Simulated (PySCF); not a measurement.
Predicted microwave data (PBE0-D3(BJ)/def2-SVP geometry optimisation, gas phase in PySCF) for one isomer of C2H4O2:

* Rotational constants: A = 11477, B = 9517, C = 5378 MHz
* Dipole components: |μa| = 0.63 D, |μb| = 1.52 D, |μc| = 0.07 D
* Inertial defect: -3.16 u·Å²
* κ: 0.36

Problem. Which candidate fits, each taken in the one conformer that was computed?
A. `[O:1]=[CH:2][CH2:3][OH:4]` with O1–C2–C3–O4 0°, C2–C3–O4–H 0° (hydroxy acetaldehyde)
B. `[CH3:1][O:2][CH:3]=[O:4]` with C1–O2–C3–O4 0° (methyl formate)
C. `[CH3:1][C:2](=[O:3])[OH:4]` with C1–C2–O4–H -179°

Solution. C. It is CC(=O)O, an asymmetric top. The candidates at the same level (rigid rotor, commonest isotopes):

| SMILES | A (MHz) | B (MHz) | C (MHz) | μa (D) | μb (D) | μc (D) | Δ (u·Å²) | point group | rotor |
| --- | --- | --- | --- | --- | --- | --- | --- | --- | --- |
| COC=O | 21010 | 6677 | 5237 | 1.78 | 0.60 | 0.00 | -3.23 | Cs | asymmetric top |
| CC(=O)O | 11477 | 9517 | 5378 | 0.63 | 1.52 | 0.07 | -3.16 | near Cs | asymmetric top |
| O=CCO | 18566 | 6708 | 5083 | 0.39 | 2.28 | 0.00 | -3.14 | Cs | asymmetric top |

`O=CCO` has A 62 % too high; `COC=O` has A 83 % too high. No structure here is proved a minimum.
